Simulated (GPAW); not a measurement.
# A GW chain in GPAW: LiF (Griceite)

Wanted: ground state, empty states, screening and self-energy for LiF (Griceite).

Program: GPAW 26.7.0. Level of theory: PBE and many-body steps on it, plane waves. Results are calculated unless marked as measured.

### 1. The structure

It takes space group Fm-3m (No. 225, cubic). Conventional cell: a = 4.028 Å, b = 4.028 Å, c = 4.028 Å, α = 90.00°, β = 90.00°, γ = 90.00°. Li has 6 F at 2.01 Å nearest. Nearest to F lie 6 Li at 2.01 Å. Farther neighbours and most contacts between anions are not listed.

The cell and positions come from the Crystallography Open Database and are kept as given unless a step says otherwise.

### 2. Ground state

This step: GPAW 26.7.0; DFT, PBE, plane waves, PAW.

The ground-state density comes first.

Contents of run.py:

```python
import json
import numpy as np
from gpaw.mpi import world
from ase import Atoms
from gpaw import GPAW, PW, FermiDirac

atoms = Atoms(['Li', 'F'],
    cell=[[0.0000000000, 2.0140000000, 2.0140000000],
      [2.0140000000, 0.0000000000, 2.0140000000],
      [2.0140000000, 2.0140000000, 0.0000000000]],
    scaled_positions=[[0.0000000000, 0.0000000000, 0.0000000000],
      [0.5000000000, 0.5000000000, 0.5000000000]],
    pbc=(True, True, True))
calc = GPAW(mode=PW(600),
    xc='PBE',
    kpts={'size': (10, 10, 10), 'gamma': True},
    occupations=FermiDirac(0.001),
    nbands=-7,
    convergence={'density': 1e-6, 'bands': -3},
    maxiter=100,
    txt='gs.txt')
atoms.calc = calc
res = {'energy': atoms.get_potential_energy()}
kpts = calc.get_ibz_k_points()
res['kpts'] = kpts
res['eigenvalues'] = [calc.get_eigenvalues(kpt=k) for k in range(len(kpts))]
res['n_electrons'] = calc.get_number_of_electrons()
calc.write('gs.gpw')

if world.rank == 0:
    with open('result.json', 'w') as f:
        json.dump(res, f, default=lambda x: x.tolist())
```

Started as:

```console
$ mpirun -n 4 gpaw python run.py
```

The program printed:

```text
__  _  _
 | _ |_)|_||  |
 |__||  | ||/\| - 26.7.0

Input parameters:
  mode=PW(ecut=600.0),
  convergence={'density': 1e-06, 'bands': -3},
  kpts=MonkhorstPack(size=(10, 10, 10), gamma=True),
  maxiter=100,
  nbands=-7,
  occupations=Occupations(name='fermi-dirac', width=0.001, fixmagmom=False),
  xc=XC(name='PBE')
  [... matrices ...]
Diagonalizing LCAO Hamiltonian
Converting LCAO to pw mode

              F

       Li

Atoms  # Å, Bohr magnetons
|   | symbol |        x |        y |        z |    initial magnetic moments |
| 0 |     Li | 0.000000 | 0.000000 | 0.000000 | ( 0.0000,  0.0000,  0.0000) |
| 1 |      F | 2.014000 | 2.014000 | 2.014000 | ( 0.0000,  0.0000,  0.0000) |

Unit cell  # Å
| periodic |        x |        y |        z |  lengths |    angles |
|      yes | 0.000000 | 2.014000 | 2.014000 | 2.848226 | 60.000000 |
|      yes | 2.014000 | 0.000000 | 2.014000 | 2.848226 | 60.000000 |
|      yes | 2.014000 | 2.014000 | 0.000000 | 2.848226 | 60.000000 |

Number of symmetries: 48
Symmetry operations  # r_c * U_cc + t_c -> r_c
|    | kind |            matrix            |
|  0 |  σ   |  1, 0, 0,  1, 0,-1,  1,-1, 0 |
|  1 |  C2  |  1, 0, 0,  1,-1, 0,  1, 0,-1 |
|  2 |  E   |  1, 0, 0,  0, 1, 0,  0, 0, 1 |
|  3 |  σ   |  1, 0, 0,  0, 0, 1,  0, 1, 0 |
|  4 |  C4  |  1, 0,-1,  1, 0, 0,  1,-1, 0 |
|  5 |  S6  |  1, 0,-1,  1,-1, 0,  1, 0, 0 |
|  6 |  σ   |  1, 0,-1,  0, 1,-1,  0, 0,-1 |
|  7 |  C3  |  1, 0,-1,  0, 0,-1,  0, 1,-1 |
|  8 |  S6  |  1,-1, 0,  1, 0, 0,  1, 0,-1 |
|  9 |  C4  |  1,-1, 0,  1, 0,-1,  1, 0, 0 |
| 10 |  C3  |  1,-1, 0,  0,-1, 1,  0,-1, 0 |
| 11 |  σ   |  1,-1, 0,  0,-1, 0,  0,-1, 1 |
| 12 |  σ   |  0, 1, 0,  1, 0, 0,  0, 0, 1 |
| 13 |  C4  |  0, 1, 0,  0, 1,-1, -1, 1, 0 |
| 14 |  C3  |  0, 1, 0,  0, 0, 1,  1, 0, 0 |
| 15 |  S6  |  0, 1, 0, -1, 1, 0,  0, 1,-1 |
| 16 |  C2  |  0, 1,-1,  1, 0,-1,  0, 0,-1 |
| 17 |  σ   |  0, 1,-1,  0, 1, 0, -1, 1, 0 |
| 18 |  S4  |  0, 1,-1,  0, 0,-1,  1, 0,-1 |
| 19 |  C4  |  0, 1,-1, -1, 1, 0,  0, 1, 0 |
| 20 |  C3  |  0, 0, 1,  1, 0, 0,  0, 1, 0 |
| 21 |  σ   |  0, 0, 1,  0, 1, 0,  1, 0, 0 |
| 22 |  S6  |  0, 0, 1,  0,-1, 1, -1, 0, 1 |
| 23 |  C4  |  0, 0, 1, -1, 0, 1,  0,-1, 1 |
| 24 |  S4  |  0, 0,-1,  1, 0,-1,  0, 1,-1 |
| 25 |  C3  |  0, 0,-1,  0, 1,-1,  1, 0,-1 |
| 26 |  C2  |  0, 0,-1,  0,-1, 0, -1, 0, 0 |
| 27 |  S6  |  0, 0,-1, -1, 0, 0,  0,-1, 0 |
| 28 |  S4  |  0,-1, 1,  1,-1, 0,  0,-1, 0 |
| 29 |  C4  |  0,-1, 1,  0, 0, 1, -1, 0, 1 |
| 30 |  C2  |  0,-1, 1,  0,-1, 0,  1,-1, 0 |
| 31 |  σ   |  0,-1, 1, -1, 0, 1,  0, 0, 1 |
| 32 |  C3  |  0,-1, 0,  1,-1, 0,  0,-1, 1 |
| 33 |  S6  |  0,-1, 0,  0, 0,-1, -1, 0, 0 |
| 34 |  S4  |  0,-1, 0,  0,-1, 1,  1,-1, 0 |
| 35 |  C2  |  0,-1, 0, -1, 0, 0,  0, 0,-1 |
| 36 |  C2  | -1, 1, 0,  0, 1, 0,  0, 1,-1 |
| 37 |  S6  | -1, 1, 0,  0, 1,-1,  0, 1, 0 |
| 38 |  S4  | -1, 1, 0, -1, 0, 1, -1, 0, 0 |
| 39 |  C3  | -1, 1, 0, -1, 0, 0, -1, 0, 1 |
| 40 |  S6  | -1, 0, 1,  0, 0, 1,  0,-1, 1 |
| 41 |  C2  | -1, 0, 1,  0,-1, 1,  0, 0, 1 |
| 42 |  C3  | -1, 0, 1, -1, 1, 0, -1, 0, 0 |
| 43 |  S4  | -1, 0, 1, -1, 0, 0, -1, 1, 0 |
| 44 |  C2  | -1, 0, 0,  0, 0,-1,  0,-1, 0 |
| 45 |  i   | -1, 0, 0,  0,-1, 0,  0, 0,-1 |
| 46 |  σ   | -1, 0, 0, -1, 1, 0, -1, 0, 1 |
| 47 |  C2  | -1, 0, 0, -1, 0, 1, -1, 1, 0 |

BZ-sampling:
  Number of BZ points: 1000
  Number of IBZ points: 47

  Monkhorst-Pack size: [10, 10, 10]
  Monkhorst-Pack shift: [0.05, 0.05, 0.05]

K-points  # in reciprocal-cell coordinates
|     |                                coordinates |     weight |
|   0 | (  0.00000000,   0.00000000,   0.00000000) | 0.00100000 |
|   1 | (  0.10000000,   0.10000000,   0.00000000) | 0.00600000 |
|   2 | (  0.10000000,   0.10000000,   0.10000000) | 0.00800000 |
|   3 | (  0.20000000,   0.10000000,   0.10000000) | 0.01200000 |
|   4 | (  0.20000000,   0.20000000,   0.00000000) | 0.00600000 |
|   5 | (  0.20000000,   0.20000000,   0.10000000) | 0.02400000 |
|   6 | (  0.20000000,   0.20000000,   0.20000000) | 0.00800000 |
|   7 | (  0.30000000,   0.20000000,   0.10000000) | 0.02400000 |
|   8 | (  0.30000000,   0.20000000,   0.20000000) | 0.02400000 |
|   9 | (  0.30000000,   0.30000000,   0.00000000) | 0.00600000 |
| ... |                                            |            |
|  46 | (  0.50000000,   0.50000000,   0.50000000) | 0.00400000 |

Plane wave coefficients: 556
Cutoff: 600.0 eV

Spin-components: 1 (collinear spins)
Bands:           11
Projectors:      8
Spin-degeneracy: 2
Datatype:        complex128

  Storage: CPU
  Wave functions: 4_442_064 bytes (1_110_516 per core)
  Projectors: 7_672_656 bytes (1_918_164 per core)
  [... matrices ...]
Parallelization:
  kpt:    4
  domain: 1
  band:   1

Density:
  Valence electrons: 8.0
  Components: 1
  Grid points: [18 18 18]
  Charge: 0.0  # |e|

Potential:
  Grid points: [18 18 18]

species:
  Li:
    name:    Lithium
    Z:       3.0
    valence: 1
    core:    2
    charge:  0.0  # [|e|]
    compensation charges:
      type: gauss
      rc: 0.33  # [Å]
      lmax: 2
    cutoffs:
      filter: 1.91  # [Å]
      core: 2.55  # [Å]
    projectors
    | kind |    occ | energy [eV] | rcut [Å] |
    |   2s |  1.000 |      -2.874 |    1.058 |
    |   2p |  0.000 |      -1.090 |    1.058 |
    |    s |        |      24.337 |    1.058 |

    Using partial waves for Li as LCAO basis

  F:
    name:    Fluorine
    Z:       9.0
    valence: 7
    core:    2
    charge:  0.0  # [|e|]
    compensation charges:
      type: gauss
      rc: 0.20  # [Å]
      lmax: 2
    cutoffs:
      filter: 1.14  # [Å]
      core: 0.74  # [Å]
    projectors
    | kind |    occ | energy [eV] | rcut [Å] |
    |   2s |  2.000 |     -29.898 |    0.635 |
    |   2p |  5.000 |     -11.110 |    0.635 |
    |    s |        |      -2.687 |    0.635 |
    |    p |        |      16.102 |    0.635 |
    |    d |        |       0.000 |    0.635 |

    Using partial waves for F as LCAO basis

Reference energy: -2916.868605  # eV

eigensolver:
  PPCG
  Converge bands: -3
  niter=2

density mixing:
  MSR1-Mixer
  Pratt-step length: 0.05
  Maximum mixing coefficient: 0.75
  Old densities: 10
  SVD Regularization: 0.005
  Good broyden scale: 1.0
  Trust region scale: 1.0
  Backstep threshold: 4.0
  History deletion threshold: 6.0
  Fourier metric: weight=20.0, sigma=0.015

occupation numbers:
  Fermi-Dirac:
    width: 0.0010  # eV

poisson solver:
  ecut: 4800.0  # eV

xc functional:
  name: PBE with 2 nearest neighbor stencil

Initialization done in: 1.501 s

convergence criteria:
- Maximum integral of absolute [dens]ity change: 1e-06 electrons / valence electron
- Maximum [total energy] change in last 3 cyles: 0.0005 eV / valence electron
- Maximum integral of absolute [eigenst]ate change: 4e-08 eV^2 / valence electron
maximum number of iterations: 100

SCF iterations
|iter     |     time |      energy | eigst |  dens |
|iter:   1|  |   -9.693387 | +2.00 |       |
|iter:   2|  |   -9.639534 | -0.02 | -1.07 |
|iter:   3|  |   -9.491681 | -1.14 | -1.12 |
|iter:   4|  |   -9.499847 | -3.10 | -1.55 |
|iter:   5|  |   -9.503931 | -2.98 | -1.86 |
|iter:   6|  |   -9.503952 | -5.53 | -3.07 |
|iter:   7|  |   -9.503959c| -5.90 | -3.40 |
|iter:   8|  |   -9.503959c| -7.98c| -4.76 |
|iter:   9|  |   -9.503959c| -8.55c| -5.08 |
|iter:  10|  |   -9.503959c| -9.66c| -6.55c|

Converged in 10 steps
SCF loop duration: 1.212 s (0.121 s/step)
Energy contributions relative to reference atoms: (reference = -2916.868605)
  [... matrices ...]
Energy contributions:
  Kinetic:          12.232804
  Coulomb:         -12.018208
  Zero:              0.224595
  External:          0.000000
  Xc:               -9.943149
  Entropy:          -0.000000
  Spinorbit:         0.000000
  ----------------------------
  Free energy:      -9.503959
  Extrapolated:     -9.503959

dipole moment: (-2.308529, -2.308529, -2.308529)  # |e|*Ang

Fermi level: 2.918
Eigenvalues  # (at kpt = [0.000, 0.000, 0.000])
| band index |      eig [eV] | occ [0-2] |
|          0 |       -20.707 |     2.000 |
|          1 |        -0.676 |     2.000 |
|          2 |        -0.676 |     2.000 |
|          3 |        -0.676 |     2.000 |
|          4 |         8.393 |     0.000 |
|          5 |        23.528 |     0.000 |
|          6 |        23.528 |     0.000 |
|          7 |        23.528 |     0.000 |
|          8 |        23.828 |     0.000 |
|          9 |        23.828 |     0.000 |
|         10 |        23.828 |     0.000 |

Gap: 9.070 eV
Transition (v -> c):
  (s=0, k=0, n=3, [0.00, 0.00, 0.00]) -> (s=0, k=0, n=4, [0.00, 0.00, 0.00])
No difference between direct/indirect transitions
# Writing to gs.gpw (mode='')
  [... matrices ...]
```

Run time: 4.4 s. Hardware: 4 MPI ranks of AMD EPYC 9R14 (Zen 4), shared host; peak memory 0.61 GiB.

Numbers from this step:

- total energy: -9.504 eV
- gap: 9.070 eV
- k of the valence top: 0, 0, 0
- k of the conduction bottom: 0, 0, 0
- least direct gap: 9.070 eV

The gap is direct, at Γ.

### 3. Bands along the symmetry lines

Levels along a band path, at the cheap level, show where the edges lie and whether the meshes to come will hold them.

Contents of run.py:

```python
import json
import numpy as np
from gpaw.mpi import world
from gpaw import GPAW

path = [[0.000000, 0.000000, 0.000000],
    [0.062500, 0.000000, 0.062500],
    [0.125000, 0.000000, 0.125000],
    [0.187500, 0.000000, 0.187500],
    [0.250000, 0.000000, 0.250000],
    [0.312500, 0.000000, 0.312500],
    [0.375000, 0.000000, 0.375000],
    [0.437500, 0.000000, 0.437500],
    [0.500000, 0.000000, 0.500000],
    [0.515625, 0.031250, 0.515625],
    [0.531250, 0.062500, 0.531250],
    [0.546875, 0.093750, 0.546875],
    [0.562500, 0.125000, 0.562500],
    [0.578125, 0.156250, 0.578125],
    [0.593750, 0.187500, 0.593750],
    [0.609375, 0.218750, 0.609375],
    [0.625000, 0.250000, 0.625000],
    [0.375000, 0.375000, 0.750000],
    [0.328125, 0.328125, 0.656250],
    [0.281250, 0.281250, 0.562500],
    [0.234375, 0.234375, 0.468750],
    [0.187500, 0.187500, 0.375000],
    [0.140625, 0.140625, 0.281250],
    [0.093750, 0.093750, 0.187500],
    [0.046875, 0.046875, 0.093750],
    [0.000000, 0.000000, 0.000000],
    [0.062500, 0.062500, 0.062500],
    [0.125000, 0.125000, 0.125000],
    [0.187500, 0.187500, 0.187500],
    [0.250000, 0.250000, 0.250000],
    [0.312500, 0.312500, 0.312500],
    [0.375000, 0.375000, 0.375000],
    [0.437500, 0.437500, 0.437500],
    [0.500000, 0.500000, 0.500000],
    [0.500000, 0.468750, 0.531250],
    [0.500000, 0.437500, 0.562500],
    [0.500000, 0.406250, 0.593750],
    [0.500000, 0.375000, 0.625000],
    [0.500000, 0.343750, 0.656250],
    [0.500000, 0.312500, 0.687500],
    [0.500000, 0.281250, 0.718750],
    [0.500000, 0.250000, 0.750000],
    [0.500000, 0.218750, 0.718750],
    [0.500000, 0.187500, 0.687500],
    [0.500000, 0.156250, 0.656250],
    [0.500000, 0.125000, 0.625000],
    [0.500000, 0.093750, 0.593750],
    [0.500000, 0.062500, 0.562500],
    [0.500000, 0.031250, 0.531250],
    [0.500000, 0.000000, 0.500000]]
calc = GPAW('gs.gpw').fixed_density(kpts=path,
    symmetry='off',
    nbands=14,
    convergence={'bands': 10},
    txt='bands.txt')
res = {}
kpts = calc.get_ibz_k_points()
res['kpts'] = kpts
res['eigenvalues'] = [calc.get_eigenvalues(kpt=k) for k in range(len(kpts))]
res['n_electrons'] = calc.get_number_of_electrons()

if world.rank == 0:
    with open('result.json', 'w') as f:
        json.dump(res, f, default=lambda x: x.tolist())
```

Started as:

```console
$ mpirun -n 4 gpaw python run.py
```

The program printed:

```text
Diagonalizing LCAO Hamiltonian
Converting LCAO to pw mode
convergence criteria:
- Maximum integral of absolute [eigenst]ate change: 4e-08 eV^2 / valence electron
maximum number of iterations: 100

SCF iterations
|iter     |     time |      energy | eigst |  dens |
|iter:   1|  |             | +2.64 |       |
|iter:   2|  |             | +0.85 |       |
|iter:   3|  |             | -1.38 |       |
|iter:   4|  |             | -2.77 |       |
|iter:   5|  |             | -4.90 |       |
|iter:   6|  |             | -6.47 |       |
|iter:   7|  |             | -7.66c|       |
SCF steps: 7
  __  _  _
 | _ |_)|_||  |
 |__||  | ||/\| - 26.7.0

Input parameters:
  mode=PW(ecut=600.0),
  convergence={'bands': 10},
  gpts=array([18, 18, 18]),
  kpts=KPoints(kpts=array([[0.      , 0.      , 0.      ],
         [0.0625  , 0.      , 0.0625  ],
         [0.125   , 0.      , 0.125   ],
         [0.1875  , 0.      , 0.1875  ],
[...]
[0.515625, 0.03125 , 0.515625],
[...]
[0.546875, 0.09375 , 0.546875],
[...]
[0.578125, 0.15625 , 0.578125],
[...]
[0.609375, 0.21875 , 0.609375],
[...]
[0.328125, 0.328125, 0.65625 ],
[...]
[0.234375, 0.234375, 0.46875 ],
[...]
[0.140625, 0.140625, 0.28125 ],
[...]
[0.046875, 0.046875, 0.09375 ],
[...]
[0.5     , 0.0625  , 0.5625  ],
         [0.5     , 0.03125 , 0.53125 ],
         [0.5     , 0.      , 0.5     ]])),
  maxiter=100,
  nbands=14,
  occupations=Occupations(name='fermi-dirac', width=0.001, fixmagmom=False),
  parallel={},
  symmetry=Symmetry(point_group=False, time_reversal=False),
  xc=XC(name='PBE')
```

Elapsed: 4 s, on 4 MPI ranks; peak memory 0.52 GiB; 15 s of CPU time.

This step gave:

* gap: 9.068 eV
* k of the valence top: 0.0469, 0.0469, 0.0938
* k of the conduction bottom: 0, 0, 0
* least direct gap: 9.070 eV

The gap is 9.068 eV, −0.002 eV from the run before at this level.

Electronic bands along the path, in eV, zero at the top of the highest filled band; v1 is the highest filled band, c1 the lowest empty one:

```
    point      v4     v3     v2     v1     c1     c2     c3     c4
        Γ  -20.03   0.00   0.00   0.00   9.07  24.20  24.20  24.20
  halfway  -19.71  -1.43  -0.51  -0.51  11.41  18.85  19.80  20.73
        X  -19.30  -3.01  -1.00  -1.00  14.83  16.57  17.45  20.33
  halfway  -19.31  -2.88  -1.18  -0.93  14.85  15.88  17.69  20.15
        U  -19.34  -2.50  -1.57  -0.73  14.52  14.93  18.43  19.75
jump to K  -19.34  -2.50  -1.57  -0.73  14.52  14.93  18.43  19.75
  halfway  -19.70  -1.51  -0.76  -0.08  11.08  17.02  19.99  20.28
        Γ  -20.03   0.00   0.00   0.00   9.07  24.20  24.20  24.20
  halfway  -19.80  -1.38  -0.11  -0.11  10.33  18.00  20.67  20.67
        L  -19.56  -2.53  -0.22  -0.22  10.77  16.77  18.97  18.97
  halfway  -19.44  -2.34  -1.23  -0.48  12.53  15.78  19.03  19.20
        W  -19.32  -2.08  -2.08  -0.80  15.09  15.09  17.49  19.25
  halfway  -19.31  -2.75  -1.34  -0.90  14.87  15.78  17.47  19.78
        X  -19.30  -3.01  -1.00  -1.00  14.83  16.57  17.45  20.33
```

The electronic bands as a text plot (rows in eV, shown from -8.0 to 15.1 only):

```
   14.6 |          ++++++++                              + ++++++
   13.6 |         +        +                           ++
   12.7 |       ++          ++                        +
   11.7 |     ++              ++                    ++
   10.7 |    +                  +++         ++++++++
    9.8 |  ++                      ++    +++
    8.8 |++                          ++++
    7.9 |
    6.9 |
    5.9 |
    5.0 |
    4.0 |
    3.1 |
    2.1 |
    1.1 |
    0.2 |****                 ***********************
   -0.8 |  **************************    ***        *************
   -1.8 |     ****       ********           ****       *******
   -2.7 |         *********                     ********   ******
   -3.7 |
   -4.6 |
   -5.6 |
   -6.6 |
   -7.5 |
         Γ           X  U|K            Γ         L        W     X
```

### 4. Empty states on the mesh, 8×8×8 mesh, 252 bands

The sums over transitions need many empty states on a uniform mesh; this step solves for them.

Contents of run.py:

```python
import json
import numpy as np
from gpaw.mpi import world
from gpaw import GPAW

calc = GPAW('gs.gpw').fixed_density(kpts={'size': (8, 8, 8), 'gamma': True},
    parallel={'domain': 1, 'band': 1},
    txt='nscf.txt')
calc.diagonalize_full_hamiltonian(nbands=252)
calc.write('full.gpw', mode='all')
res = {}
kpts = calc.get_ibz_k_points()
res['kpts'] = kpts
res['eigenvalues'] = [calc.get_eigenvalues(kpt=k) for k in range(len(kpts))]
res['n_electrons'] = calc.get_number_of_electrons()

if world.rank == 0:
    with open('result.json', 'w') as f:
        json.dump(res, f, default=lambda x: x.tolist())
```

Started as:

```console
$ mpirun -n 4 gpaw python run.py
```

The program printed:

```text
Diagonalizing LCAO Hamiltonian
Converting LCAO to pw mode
convergence criteria:
- Maximum integral of absolute [eigenst]ate change: 4e-08 eV^2 / valence electron
maximum number of iterations: 100

SCF iterations
|iter     |     time |      energy | eigst |  dens |
|iter:   1|  |             | +2.04 |       |
|iter:   2|  |             | +0.09 |       |
|iter:   3|  |             | -1.86 |       |
|iter:   4|  |             | -3.94 |       |
|iter:   5|  |             | -5.72 |       |
|iter:   6|  |             | -7.37 |       |
|iter:   7|  |             | -8.73c|       |
SCF steps: 7
  __  _  _
 | _ |_)|_||  |
 |__||  | ||/\| - 26.7.0

Input parameters:
  mode=PW(ecut=600.0),
  convergence={'density': 1e-06, 'bands': -3},
  gpts=array([18, 18, 18]),
  kpts=MonkhorstPack(size=(8, 8, 8), gamma=True),
  maxiter=100,
  nbands=11,
  occupations=Occupations(name='fermi-dirac', width=0.001, fixmagmom=False),
  parallel={'domain': 1, 'band': 1},
  xc=XC(name='PBE')
Matrix size: 560x560
# Writing to full.gpw (mode='all')
  [... matrices ...]

timing:  # [seconds]
  Total: 1.549  # ━━━━━━━━━━━━━━━━━━━━━━━━━━━━━━━━━━━━━━━━━━━━━━━━━━━━━━━━━━━
```

Wall time 5.3 s (4 MPI ranks); peak memory 0.73 GiB.

Numbers from this step:

```yaml
gap: 9.070 eV
k_of_the_valence_top: 0, 0, 0
k_of_the_conduction_bottom: 0, 0, 0
least_direct_gap: 9.070 eV
k_points_computed: 29
lowest_point_of_the_top_converged_band_above_the_valence_top: 329.0016 eV
```

On this mesh the gap is 9.070 eV.

[end of part 1 of 2]

[Paths, hosts, dates, memory and timing lines, banners, echoed tables and standing remarks are left out of the program output.]

[Logs are printed without paths, hosts, clocks, repeated set-up lines and the standing remarks that a program may print on its own settings, such as how far it seeks lower states.]

[Runs of the session that timed out or met a known fault of the program may be left out.]

[Hosts, paths, dates, database ids (printed as entryN), source tags and the programs' standing remarks are cut or masked in the printed files.]
